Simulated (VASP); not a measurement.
# Ag (P6/mmm) in VASP: a series of runs

Runs on Ag. Level: LDA. Tasks: single point.

Program: VASP 6.6.1. These are calculated values, not measurements. Logs are shortened: lines on timing, memory, paths and dates and some standing lists are left out, and cuts for length are marked.

## (1) Starting point

The structure is hexagonal, space group P6/mmm (No. 191). Conventional cell: a = 4.556 Å, b = 4.556 Å, c = 2.729 Å, α = 90.00°, β = 90.00°, γ = 120.00°. Ag (site symmetry 6/mmm) is surrounded by 14 Ag at 2.73 to 2.96 Å. Ag (site symmetry -6m2) has 11 Ag at 2.63 to 2.96 Å as nearest neighbours.

This isn't the form of Ag at room conditions, which is fcc.

## (2) Single point, LDA

INCAR

```
SYSTEM = Ag
PREC = Accurate ; ENCUT = 520
EDIFF = 1E-6 ; ISMEAR = -1
SIGMA = 0.1 ; LREAL = .FALSE.
LASPH = .TRUE. ; NELM = 100
ALGO = Fast ; ISIF = 2
LWAVE = .FALSE. ; LCHARG = .FALSE.
NBANDS = 24
```

KPOINTS

```
Automatic mesh
0
G
  11 11 15
  0 0 0
```

POSCAR

```
Ag
1.0
    4.5559384336      0.0000000000      0.0000000000
   -2.2779692168      3.9455584216      0.0000000000
    0.0000000000      0.0000000000      2.7285217315
Ag
3
Direct
    0.0000000000      0.0000000000      0.0000000000
    0.3333333333      0.6666666667      0.5000000000
    0.6666666667      0.3333333333      0.5000000000
```

Potentials or basis: VASP PAW LDA potentials, release 64 (Ag).

Started as:

```sh
> cat potpaw_LDA.64/Ag/POTCAR > POTCAR
> mpirun -np 1 vasp_std > vasp.out
```

OUTCAR:

```text
SYSTEM = Ag
   PREC = Accurate
   ENCUT = 520
   EDIFF = 1E-6
   ISMEAR = -1
   LREAL = .FALSE.
   LASPH = .TRUE.
   NELM = 100
   ISIF = 2

 ion  position               nearest neighbor table
   1  0.000  0.000  0.000-   2 2.96   3 2.96   2 2.96   3 2.96   3 2.96   3 2.96   2 2.96   2 2.96
                             3 2.96   3 2.96   2 2.96   2 2.96
   2  0.333  0.667  0.500-   3 2.63   3 2.63   3 2.63   1 2.96   1 2.96   1 2.96   1 2.96   1 2.96
                             1 2.96
   3  0.667  0.333  0.500-   2 2.63   2 2.63   2 2.63   1 2.96   1 2.96   1 2.96   1 2.96   1 2.96
                             1 2.96

  LATTYP: Found a hexagonal cell.
 ALAT       =     4.5559384336
 C/A-ratio  =     0.5988934599

  Lattice vectors:

 A1 = (   4.5559384336,   0.0000000000,   0.0000000000)
 A2 = (  -2.2779692168,   3.9455584216,   0.0000000000)
 A3 = (   0.0000000000,   0.0000000000,   2.7285217315)

Analysis of symmetry for initial positions (statically):
=====================================================================
 Subroutine PRICEL returns:
 Original cell was already a primitive cell.

 Routine SETGRP: Setting up the symmetry group for a
 hexagonal supercell.

 Subroutine GETGRP returns: Found 24 space group operations
 (whereof 24 operations were pure point group operations)
 out of a pool of 24 trial point group operations.

The static configuration has the point symmetry D_6h.

Analysis of symmetry for dynamics (positions and initial velocities):
=====================================================================
 Subroutine PRICEL returns:
 Original cell was already a primitive cell.

 Routine SETGRP: Setting up the symmetry group for a
 hexagonal supercell.

 Subroutine GETGRP returns: Found 24 space group operations
 (whereof 24 operations were pure point group operations)
 out of a pool of 24 trial point group operations.

The dynamic configuration has the point symmetry D_6h.

 Subroutine INISYM returns: Found 24 space group operations
 (whereof 24 operations are pure point group operations),
 and found     1 'primitive' translations

----------------------------------------------------------------------------------------

                                     Primitive cell

  volume of cell :      49.0471

  direct lattice vectors                    reciprocal lattice vectors
     4.555938434  0.000000000  0.000000000     0.219493747  0.126724774  0.000000000
    -2.277969217  3.945558422  0.000000000     0.000000000  0.253449548  0.000000000
     0.000000000  0.000000000  2.728521731     0.000000000  0.000000000  0.366498822

  length of vectors
[... 88 lines left out ...]
   IBRION =     -1    ionic relax: 0-MD 1-quasi-New 2-CG
   NFREE  =      0    steps in history (QN), initial steepest desc. (CG)
   ISIF   =      2    stress and relaxation
   ISYM   =      2    0-nonsym 1-usesym 2-fastsym
   POTIM  = 0.5000    time-step for ionic-motion
   TEBEG  =    0.0;   TEEND  =   0.0 temperature during run
   PSTRESS=    0.0 pullay stress
   NELECT =      33.0000    total number of electrons
   NUPDOWN=      -1.0000    fix difference up-down
   EMIN   =  10.00;   EMAX   =-10.00  energy-range for DOS
   EFERMI =   0.00;   METHOD = LEGACY
   ISMEAR =    -1;   SIGMA  =   0.10  broadening in eV -4-tet -1-fermi 0-gaus
   EFERMI_NEDOS =   21; number of points for ismear=-14 and -15
   IALGO  =     68    algorithm
   IMIX   =      4    mixing-type and parameters
     AMIX     =   0.40;   BMIX     =  1.00
     AMIX_MAG =   1.60;   BMIX_MAG =  1.00
  volume/ion in A,a.u.               =      16.35       110.33
  Fermi-wavevector in a.u.,A,eV,Ry     =   1.434525  2.710860 27.998926  2.057863
  Thomas-Fermi vector in A             =   2.553924
   LORBIT       =      0    0 simple, 1 ext, 2 COOP (PROOUT), +10 PAW based schemes
   GGA     = CA    functional components
   LHFCALC =     F    Hartree Fock is set to
   AEXX    =    0.0000 exact exchange contribution
   IVDW    =     0    specifies the selected vdW correction
   LEPSILON=     F    determine dielectric tensor
   LRPA    =     F    only Hartree local field effects (RPA)
 non-spin polarized calculation
 RMM-DIIS sequential band-by-band and
  energy-cutoff  :      520.00
  volume of cell :       49.05
 maximum number of plane-waves:      1348
 NGX is ok and might be reduce to    36
   NGX = 17   NGY = 17   NGZ = 11

 number of electron      33.0000005 magnetization

 Free energy of the ion-electron system (eV)
  ---------------------------------------------------
  ext. energy  EPLUGINS =         0.00000000
  ---------------------------------------------------
  free energy    TOTEN  =       -11.11636678 eV

  energy without entropy =      -11.09066183  energy(sigma->0) =      -11.10351431

 E-fermi :   8.7755     XC(G=0): -12.8228

 val. band max:        8.7717076209   @ k =   0.4545   0.0909   0.4000
 cond. band min:       8.8116025181   @ k =   0.2727   0.2727   0.2667
 fundamental gap:      0.0398948972
 Fermi energy:         8.7754969130

 k-point     1 :       0.0000    0.0000    0.0000
  band No.  band energies     occupation
      1       0.6139      2.00000
      2       2.1002      2.00000
      3       3.2925      2.00000
      4       3.5024      2.00000
      5       3.5697      2.00000
      6       3.5697      2.00000
[... 637 lines left out ...]
     23      21.3558      0.00000
     24      24.8240      0.00000

 [... further k-points ...]

------------------------ aborting loop because EDIFF is reached ----------------------------------------

  FORCE on cell =-STRESS in cart. coord.  units (eV):
  Direction    XX          YY          ZZ          XY          YZ          ZX
  --------------------------------------------------------------------------------------
  -------------------------------------------------------------------------------------
  Total        0.0789592      0.0789592     -0.0431099      0.0000000     -0.0000000      0.0000000
  in kB        2.5792873      2.5792873     -1.4082295      0.0000000     -0.0000000      0.0000000
  external PRESSURE =       1.2501151 kB  Pullay stress =       0.0000000 kB

 VOLUME and BASIS-vectors are now :
 -----------------------------------------------------------------------------
  energy-cutoff  :      520.00
  volume of cell :       49.05
      direct lattice vectors                 reciprocal lattice vectors
     4.555938434  0.000000000  0.000000000     0.219493747  0.126724774  0.000000000
    -2.277969217  3.945558422  0.000000000     0.000000000  0.253449548  0.000000000
     0.000000000  0.000000000  2.728521731     0.000000000  0.000000000  0.366498822

 POSITION                                       TOTAL-FORCE (eV/Angst)
 -----------------------------------------------------------------------------------
      0.00000      0.00000      0.00000         0.000000      0.000000      0.000000
     -0.00000      2.63037      1.36426         0.000000      0.000000     -0.000000
      2.27797      1.31519      1.36426        -0.000000      0.000000      0.000000
 -----------------------------------------------------------------------------------
    total drift:                                0.000000      0.000000     -0.000000

  FREE ENERGIE OF THE ION-ELECTRON SYSTEM (eV)
  ---------------------------------------------------
  free  energy   TOTEN  =       -11.1163667820 eV

  energy  without entropy=      -11.0906618310  energy(sigma->0) =      -11.10351431
```

OSZICAR:

```text
N       E                     dE             d eps       ncg     rms          rms(c)
DAV:   1     0.210460237960E+03    0.21046E+03   -0.16535E+04  6208   0.134E+03
DAV:   2    -0.842726427242E+01   -0.21889E+03   -0.20443E+03  6504   0.314E+02
DAV:   3    -0.120587494872E+02   -0.36315E+01   -0.36191E+01  7240   0.473E+01
DAV:   4    -0.120723543098E+02   -0.13605E-01   -0.13604E-01  7024   0.279E+00
DAV:   5    -0.120724889363E+02   -0.13463E-03   -0.13463E-03  7608   0.302E-01    0.109E+01
RMM:   6    -0.111670313158E+02    0.90546E+00   -0.23376E+00  6147   0.112E+01    0.670E+00
RMM:   7    -0.111302279692E+02    0.36803E-01   -0.50188E-02  6325   0.174E+00    0.364E+00
RMM:   8    -0.111163939282E+02    0.13834E-01   -0.57585E-03  6438   0.700E-01    0.285E-01
RMM:   9    -0.111163469527E+02    0.46976E-04   -0.73761E-04  6582   0.192E-01    0.577E-02
RMM:  10    -0.111163716161E+02   -0.24663E-04   -0.14606E-04  6620   0.714E-02    0.650E-02
RMM:  11    -0.111163674950E+02    0.41211E-05   -0.31887E-05  6585   0.444E-02    0.169E-02
RMM:  12    -0.111163667820E+02    0.71297E-06   -0.53860E-06  5458   0.155E-02
   1 F= -.11116367E+02 E0= -.11103514E+02  d E =-.257050E-01
```

Wall time 86 s (1 thread of Intel Xeon Platinum 8488C (Sapphire Rapids), shared host); peak memory 0.22 GiB.

Results:

| Item | Value |
| --- | --- |
| Free energy | -11.1164 eV |
| Pressure | 0.1 GPa |
| Band gap on the k mesh | none (metal or under the smearing width) |

(Part 1 of 2 ends here.)
